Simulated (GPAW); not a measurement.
GaN:

```
CELL_PARAMETERS angstrom
3.18000 0.00000 0.00000
-1.59000 2.75396 0.00000
0.00000 0.00000 5.16600
ATOMIC_POSITIONS crystal
Ga 0.66667 0.33333 0.50000
Ga 0.33333 0.66667 0.00000
N 0.66667 0.33333 0.87500
N 0.33333 0.66667 0.37500
```

- Program: GPAW 26.7.0
- Task: relaxation of cell and atoms
- Functional: revPBE
- Dispersion: D3
- Potentials or basis: the program's PAW data sets (release 1.2.1) made for this functional
- Cutoff: 800 eV
- Basis: pw
- k mesh: 7 × 7 × 4
- Occupations: fermi-dirac, width 0.05 eV
- Spin: no spin polarisation

At the start: pressure 11.9 GPa; volume 11.31 Å³/atom.

Q: How do energy, volume and symmetry change on relaxing?

A: Over 10 steps the energy falls by 25.3 meV/atom and the volume is 11.94 Å³/atom (+5.6 %); space group P6_3mc (No. 186, to 0.05 Å).

Step by step:
```csv
step,energy change (eV),largest force (eV/Å),pressure (GPa),volume (Å³)
1,0.0000,0.1354,11.94,45.24
2,-0.0306,0.0536,9.75,45.65
3,-0.0985,0.1118,1.09,47.52
4,-0.1008,0.0756,0.17,47.75
5,-0.1015,0.0295,-0.11,47.82
6,-0.1015,0.0052,-0.08,47.81
7,-0.1014,0.0027,-0.03,47.79
8,-0.1014,0.0082,0.04,47.78
9,-0.1014,0.0092,0.08,47.77
10,-0.1014,0.0048,0.05,47.77
```

Final structure:
```
Ga N
1.0
     3.23187    0.00000    0.00000
    -1.61593    2.79888    0.00000
     0.00000    0.00000    5.28142
Ga N
2 2
Direct
  0.66667 0.33333 0.49976
  0.33333 0.66667 0.99976
  0.66667 0.33333 0.87520
  0.33333 0.66667 0.37519
```

Caveat: the data sets keep Ga 3d, Li 1s and Be 1s frozen, and some such compounds lay over 1.5 % in volume off other programs; later steps reuse the first step's grids.
